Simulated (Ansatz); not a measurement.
# Pressure against volume: Na

```cif
data_structure
_symmetry_space_group_name_H-M 'P6_3/mmc'
_symmetry_Int_Tables_number 194
_cell_length_a 3.7486
_cell_length_b 3.7486
_cell_length_c 6.0915
_cell_angle_alpha 90.000
_cell_angle_beta 90.000
_cell_angle_gamma 120.000
_cell_volume 74.13
loop_
_atom_site_label
_atom_site_type_symbol
_atom_site_symmetry_multiplicity
_atom_site_Wyckoff_symbol
_atom_site_fract_x
_atom_site_fract_y
_atom_site_fract_z
_atom_site_occupancy
Na1 Na 2 c 0.33333 0.66667 0.25000 1
```

The runs use the primitive cell with vectors (3.749, 0.000, 0.000), (-1.874, 3.246, 0.000), (0.000, 0.000, 6.092) Å, to which the k mesh refers.

The structure is hexagonal, space group P6_3/mmc (No. 194). Conventional cell: a = 3.749 Å, b = 3.749 Å, c = 6.092 Å, α = 90.00°, β = 90.00°, γ = 120.00°. Around Na (site symmetry -6m2) lie 12 Na at 3.74 to 3.75 Å.

The structure comes from a relaxation in the same program, started in the hcp type, and has space group P6_3/mmc. Whether it is a known phase or the ground state wasn't checked.

Levels of theory: DFT, PBE, all-electron LAPW, scalar-relativistic (Ansatz 0.2.0); DFT, PBE, PAW with Ansatz's default frozen-core files, scalar-relativistic (Ansatz 0.2.0).

For LAPW: a Γ-centred 12×12×7 k mesh, Fermi–Dirac smearing of 0.08 eV, basis error target 0.25 meV/atom, no spin polarisation. PAW takes a cutoff of 420 eV at this cell. The Ansatz runs share mesh, smearing and spin set-up. Plane-wave (PAW) pressures include the program's estimate of the Pulay term.

The cell above is scaled evenly, with fractional coordinates and shape held.

```json
{"V/V(cell)": "0.9600", "V (Å³/atom)": "35.582", "P, LAPW (GPa)": "0.36", "P, PAW (GPa)": "0.35"}
{"V/V(cell)": "0.9800", "V (Å³/atom)": "36.323", "P, LAPW (GPa)": "0.18", "P, PAW (GPa)": "0.17"}
{"V/V(cell)": "1.0000", "V (Å³/atom)": "37.064", "P, LAPW (GPa)": "0.02", "P, PAW (GPa)": "0.01"}
{"V/V(cell)": "1.0200", "V (Å³/atom)": "37.806", "P, LAPW (GPa)": "-0.13", "P, PAW (GPa)": "-0.14"}
{"V/V(cell)": "1.0400", "V (Å³/atom)": "38.547", "P, LAPW (GPa)": "-0.27", "P, PAW (GPa)": "-0.27"}
```

Question: What do Birch–Murnaghan fits to the pressures give?

Answer: LAPW: V0 = 37.15 Å³/atom, B0 = 8 GPa, B0′ = 3.7; PAW: V0 = 37.10 Å³/atom, B0 = 8 GPa, B0′ = 3.7.

PAW's V0 lies -0.13 % from the all-electron value and its B0 0.2 %. With shape and internal coordinates held, B0 is an upper bound to the relaxed modulus.
